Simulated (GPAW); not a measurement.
Crystal: InP.

```
CELL_PARAMETERS angstrom
0.00000 2.76883 2.76883
2.76883 0.00000 2.76883
2.76883 2.76883 0.00000
ATOMIC_POSITIONS crystal
In 0.00000 0.00000 0.00000
P 0.50000 0.50000 0.50000
```

Measurements of this composition are mostly on another form, of space group No. 216.

Base run:

```yaml
Program: GPAW 26.7.0
Functional: RPBE
Potentials_or_basis: the program's PAW data sets (release 1.2.1) made for this functional
Cutoff: 500 eV
Basis: pw
k_mesh: 7 × 7 × 7
Occupations: fermi-dirac, width 0.05 eV
Spin: no spin polarisation
```

Its results: band gap on the k mesh none (metal or under the smearing width); pressure 1.2 GPa.

**Question.** The run is repeated on the same cell with these changes: functional from RPBE to PBEsol; potentials or basis from the program's PAW data sets (release 1.2.1) made for this functional to PAW data sets generated in the run's folder for this functional. What comes out?

**Answer.** Band gap on the k mesh none (metal or under the smearing width); pressure -4.1 GPa.

Caveats: the cutoff is short for stress and forces, so pressures can be off by a GPa or more.
